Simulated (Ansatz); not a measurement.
The reference is BaSnO3 in the cubic perovskite structure (space group Pm-3m, No. 221).

```xyz
5
Lattice="4.1219 0.0000 0.0000 0.0000 4.1219 0.0000 0.0000 0.0000 4.1219" Properties=species:S:1:pos:R:3 pbc="T T T"
Ba     0.0000     0.0000     0.0000
Sn     2.0609     2.0609     2.0609
O      0.0000     2.0609     2.0609
O      2.0609     2.0609     0.0000
O      2.0609     0.0000     2.0609
```

Cartesian axes are those of the cell as printed.

Method: DFT with PBEsol, PAW potentials and a 420 eV plane-wave cutoff in Ansatz (a quantum-chemistry and plane-wave program), scalar-relativistic without spin-orbit coupling.

Base values:

The smallest direct gap comes out as 1.34 eV and the electron mass is 0.16 mₑ (at Γ). The pressure is 0.0 kbar.

Perturbation: biaxial strain −4.43 %, plane normal [001], relaxed out of plane (Cartesian); in-plane vectors clamped, the third vector and the atoms free.

Task: Predict the new out-of-plane strain.

Result: The out-of-plane strain comes out as +3.07 %.

Task: How does this affect the smallest direct gap?

Result: The smallest direct gap rises by 0.74 eV to 2.08 eV.

Task: How does this affect the electron mass?

Result: The electron mass changes from 0.16 mₑ (at Γ) to 0.21 mₑ (at Γ).

Task: Estimate the effect on the energy relative to the base.

Result: The energy rises by 64 meV/atom.

Task: What does the calculation give for the pressure after the change?

Result: The pressure (mean of the normal stresses, compression positive) goes from zero to 121.1 kbar.

Masses are band curvatures over ±0.01 Å⁻¹ around the edge. No phonon test of stability was made.
